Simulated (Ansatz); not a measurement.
## BaTiO3 and the effect of the dispersion correction

The cell as given:

```
CELL_PARAMETERS angstrom
4.00600 0.00000 0.00000
0.00000 4.00600 0.00000
0.00000 0.00000 4.00600
ATOMIC_POSITIONS crystal
Ba 0.50000 0.50000 0.50000
Ti 0.00000 0.00000 0.00000
O 0.00000 0.00000 0.50000
O 0.00000 0.50000 0.00000
O 0.50000 0.00000 0.00000
```

Kept alike: task relaxation of cell and atoms; functional PBEsol; k mesh 7 × 7 × 7; occupations fermi-dirac, width 0.05 eV; no spin polarisation. Program: Ansatz, Ansatz PAW, cutoff 420 eV. The mesh is that of the run's cell of 5 atoms. No spin-orbit coupling.

| dispersion correction | volume (Å³/atom) |
| --- | --- |
| D3(BJ) | 12.266 |
| D3(BJ)-ATM | 12.299 |
| D4 | 12.388 |
| none | 12.513 |

The relaxations keep at least the cell's symmetry (Pm-3m). Relaxations stop with a little pressure left, so the last digits of a volume or edge aren't settled. Ansatz's relaxations hold a Pulay term in the stress (up to 0.6 GPa here). All rows use potentials made for PBE.

**Question.** What does the dispersion correction change here?

**Answer.** The volume runs from 12.266 (D3(BJ)) to 12.513 Å³/atom (none). Against no correction: D3(BJ) -2.0 %; D3(BJ)-ATM -1.7 %; D4 -1.0 %. Dispersion terms mostly attract and so lower the volume; the schemes' coefficients and damping set how far. Measured: 12.89 Å³/atom (pmc:7004307, doi:10.1371/journal.pone.0228644); nearest none, 0.38 Å³/atom off. The runs are for a static lattice.

Every dispersion correction contracts cubic BaTiO3, but only by 1.0 to 2.0 %, as expected for a lattice held together mainly by Coulomb attraction between ions and by Ti 3d-O 2p covalency. Dispersion is a secondary attraction here, acting against the steep short-range repulsion between closed ionic shells. Adding the three-body term to D3(BJ) recovers a little volume, in keeping with the mostly repulsive character of triple-dipole interactions in dense solids. The still weaker contraction with D4 probably reflects its charge-dependent coefficients, which reduce the polarisability assigned to electron-poor cations.

PBEsol without a correction already falls below the measured volume, so further attraction can only widen the gap. That doesn't mean dispersion is physically absent, since the functional's own exchange-correlation errors enter the same balance. Part of the shortfall may also come from the imposed cubic symmetry, which excludes the polar Ti off-centring that normally expands the cell. How the corrections affect the ferroelectric instability, which is highly sensitive to volume, remains untested.
